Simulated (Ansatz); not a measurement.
# NaF (Fm-3m): a single-point run

The task is a single-point run on NaF (Fm-3m). The structure is shown as the input types it.

Program: Ansatz 0.2.0. Level of theory: DFT PBE, scalar-relativistic, plane waves, PAW. These are calculated values, not measurements.

2 further runs of the same task are left out: 1 that didn't finish, 1 set aside as unsound or not needed. Runs told in other sessions of the task aren't counted.

## (1) The system as given

Symmetry: Fm-3m, No. 225, cubic system. Conventional cell: a = 4.701 Å, b = 4.701 Å, c = 4.701 Å, α = 90.00°, β = 90.00°, γ = 90.00°. Na (site symmetry m-3m) is surrounded by 6 F at 2.35 Å. F (site symmetry m-3m) is surrounded by 6 Na at 2.35 Å.

As a file:

```
CELL_PARAMETERS angstrom
0.00000 2.35068 2.35068
2.35068 0.00000 2.35068
2.35068 2.35068 0.00000
ATOMIC_POSITIONS crystal
Na 0.00000 0.00000 0.00000
F 0.50000 0.50000 0.50000
```

## (2) Running it

Input file input.yaml:

```yaml
crystal:
  lattice:
    - [0.0, 2.3506791403, 2.3506791403]
    - [2.3506791403, 0.0, 2.3506791403]
    - [2.3506791403, 2.3506791403, 0.0]
  atoms:
    - { symbol: Na, position: [0.0, 0.0, 0.0] }
    - { symbol: F, position: [0.5, 0.5, 0.5] }
basis:
  ecutwfc: 420
  ecutrho_ratio: 4
kpoints:
  mp_grid: { grid: [1, 1, 1] }
hamiltonian:
  xc: pbe
scf:
  occupations: { method: gaussian, width: 0.05 }
  max_iter: 80
output:
  forces: true
  stress: true
```

On the command line:

```sh
> ansatz run input.yaml --threads 2 --pin off --max-ram 2662MiB --backend cpu --events-out ev --progress --plain --runs-dir out
```

**Question.** How will this run end, and is anything wrong with its input?

The run converged and reported no error. It gives a pressure of 31 GPa, which is large; a structure far from rest gives such values too, whatever the setting.

In the input, kpoints.mp_grid.grid is [1, 1, 1]. One k-point can't sample the Brillouin zone of so small a cell.

The test: set kpoints.mp_grid.grid to [12, 12, 12].
